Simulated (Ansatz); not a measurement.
**Symmetry broken, then relaxed in NbP**

These are results of Ansatz, DFT PBE, scalar-relativistic, plane waves, PAW, not measurements. Cutoff 420 eV, Γ-centred 8×8×8 k-points, Gaussian smearing of 0.15 eV. No spin polarisation. Energies are free energies at this smearing, counted from the undisturbed cell; pressure is positive in compression.

Zero of the scan (relaxed at this level; it needn't be the usual structure):

```
Nb P
1.0
    -3.34705    3.34705    0.00000
     3.34705    3.34705    0.00000
     1.67352   -1.67352   -5.71398
Nb P
4 4
Direct
  0.74997 0.50000 0.49993
  0.24997 0.00000 0.49993
  0.24997 0.25000 0.99993
  0.74997 0.75000 0.99993
  0.66741 0.00000 0.33481
  0.16741 0.50000 0.33481
  0.66741 0.25000 0.83481
  0.16741 0.75000 0.83481
```

The atoms are displaced (Å, in the unstrained cell):

| atom | ux | uy | uz |
| --- | --- | --- | --- |
| Nb1 | 0.025 | 0.033 | 0.004 |
| Nb2 | -0.025 | -0.033 | -0.004 |
| Nb3 | 0.084 | 0.090 | -0.020 |
| Nb4 | -0.084 | -0.090 | 0.020 |
| P5 | -0.074 | -0.082 | 0.017 |
| P6 | 0.074 | 0.082 | -0.017 |
| P7 | 0.106 | 0.034 | -0.153 |
| P8 | -0.106 | -0.034 | 0.153 |

Cell and atoms are then relaxed.

Question: Does the relaxation return to the undisturbed structure?

Answer: Yes (up to a choice of domain or origin): same space group and volume, and an energy 0.0 meV/atom from it. The disturbance itself cost 150.4 meV/atom. The final space group reads I4_1md (tolerance 0.05 Å) and the volume changes by 0.00 %.

Final structure:

```yaml
crystal:
  lattice:
    - [-3.34691, 3.34699, 0.00000]
    - [3.34691, 3.34699, 0.00000]
    - [1.67346, -1.67349, -5.71409]
  atoms:
    - { symbol: Nb, position: [0.74997, 0.50000, 0.49994] }
    - { symbol: Nb, position: [0.24997, 0.00000, 0.49994] }
    - { symbol: Nb, position: [0.24997, 0.25000, 0.99994] }
    - { symbol: Nb, position: [0.74997, 0.75000, 0.99994] }
    - { symbol: P, position: [0.66740, 0.00000, 0.33481] }
    - { symbol: P, position: [0.16740, 0.50000, 0.33481] }
    - { symbol: P, position: [0.66741, 0.25000, 0.83480] }
    - { symbol: P, position: [0.16740, 0.75000, 0.83480] }
```

The relaxation, step by step (energy from the first step; small jumps at an unchanged geometry come where the plane waves are selected anew for the new cell):

| step | ΔE (meV/atom) | largest force component (eV/Å) | pressure (GPa) |
| --- | --- | --- | --- |
| 1 | 0.0 | 2.970 | 4.31 |
| 2 | -130.0 | 0.827 | 4.74 |
| 3 | -150.2 | 0.039 | 0.01 |
| 4 | -150.4 | 0.015 | -0.04 |
| 5 | -150.4 | 0.001 | 0.00 |
| 6 | -150.4 | 0.001 | 0.00 |

Frames along the relaxation (Å, eV/Å):

```xyz
8
Lattice="-3.347 3.347 0.000 3.347 3.347 0.000 1.674 -1.674 -5.714" Properties=species:S:1:pos:R:3:forces:R:3 pbc="T T T" step=1
Nb    0.025    3.380   -2.853   -1.009   -1.885    0.245
Nb   -0.025   -0.033   -2.860    1.165    1.671   -0.094
Nb    1.758    0.090   -5.734   -1.181   -2.003   -0.237
Nb    1.589    3.257   -5.694    2.439    2.970   -0.496
P    -1.747    1.592   -1.896    1.364    1.073    0.309
P     1.747    1.755   -1.930   -1.420   -1.069    0.058
P     0.106    1.707   -4.923   -2.742   -1.610    2.140
P     3.241    1.640   -4.617    1.383    0.853   -1.926
8
Lattice="-3.360 3.352 -0.014 3.294 3.286 0.026 1.646 -1.687 -5.662" Properties=species:S:1:pos:R:3:forces:R:3 pbc="T T T" step=2
Nb   -0.069    3.311   -2.834    0.294    0.022    0.238
Nb    0.024   -0.003   -2.861   -0.327   -0.013    0.529
Nb    1.594   -0.085   -5.625    0.569    0.827   -0.726
Nb    1.593    3.334   -5.635    0.195   -0.388   -0.473
P    -1.684    1.647   -1.916   -0.111    0.043    0.110
P     1.639    1.672   -1.881   -0.056   -0.170    0.101
P    -0.009    1.673   -4.745   -0.277   -0.296    0.185
P     3.249    1.604   -4.704   -0.287   -0.027    0.034
8
Lattice="-3.354 3.338 -0.002 3.350 3.335 0.004 1.672 -1.671 -5.724" Properties=species:S:1:pos:R:3:forces:R:3 pbc="T T T" step=3
Nb   -0.003    3.335   -2.861   -0.002    0.002    0.005
Nb    0.000   -0.001   -2.863   -0.008    0.003    0.008
Nb    1.670   -0.003   -5.727    0.007    0.006    0.038
Nb    1.668    3.335   -5.726    0.005   -0.002    0.039
P    -1.678    1.667   -1.916    0.001    0.002   -0.012
P     1.674    1.667   -1.913    0.000   -0.004   -0.013
P    -0.006    1.667   -4.778   -0.005   -0.006   -0.030
P     3.344    1.665   -4.774    0.003   -0.001   -0.034
8
Lattice="-3.346 3.350 0.000 3.346 3.350 0.000 1.673 -1.675 -5.712" Properties=species:S:1:pos:R:3:forces:R:3 pbc="T T T" step=4
Nb    0.000    3.350   -2.855    0.000    0.000   -0.013
Nb    0.000    0.000   -2.855    0.001    0.000   -0.015
Nb    1.673    0.000   -5.710   -0.002   -0.001   -0.013
Nb    1.673    3.350   -5.711   -0.001    0.000   -0.011
P    -1.673    1.675   -1.913    0.001    0.000    0.013
P     1.673    1.675   -1.913    0.001    0.000    0.013
P     0.000    1.675   -4.769    0.000    0.000    0.013
P     3.346    1.675   -4.769    0.000    0.000    0.013
8
Lattice="-3.347 3.347 0.000 3.347 3.347 0.000 1.673 -1.673 -5.714" Properties=species:S:1:pos:R:3:forces:R:3 pbc="T T T" step=5
Nb    0.000    3.347   -2.857    0.000    0.000    0.000
Nb    0.000    0.000   -2.857    0.000    0.000    0.001
Nb    1.673    0.000   -5.714    0.000    0.000    0.000
Nb    1.673    3.347   -5.714    0.000    0.000    0.000
P    -1.673    1.673   -1.913    0.000    0.000    0.000
P     1.673    1.673   -1.913    0.000    0.000    0.000
P     0.000    1.674   -4.770    0.000    0.000    0.000
P     3.347    1.673   -4.770    0.000    0.000    0.000
8
Lattice="-3.347 3.347 0.000 3.347 3.347 0.000 1.673 -1.673 -5.714" Properties=species:S:1:pos:R:3:forces:R:3 pbc="T T T" step=6
Nb    0.000    3.347   -2.857    0.000    0.000    0.000
Nb    0.000    0.000   -2.857    0.000    0.000    0.001
Nb    1.673    0.000   -5.714    0.000    0.000    0.000
Nb    1.673    3.347   -5.714    0.000    0.000    0.000
P    -1.673    1.673   -1.913    0.000    0.000    0.000
P     1.673    1.673   -1.913    0.000    0.000    0.000
P     0.000    1.674   -4.770    0.000    0.000    0.000
P     3.347    1.673   -4.770    0.000    0.000    0.000
```

Cost: 3 runs of about 14 core-minutes in all, on Intel Xeon Platinum 8488C (Sapphire Rapids) (shared hosts).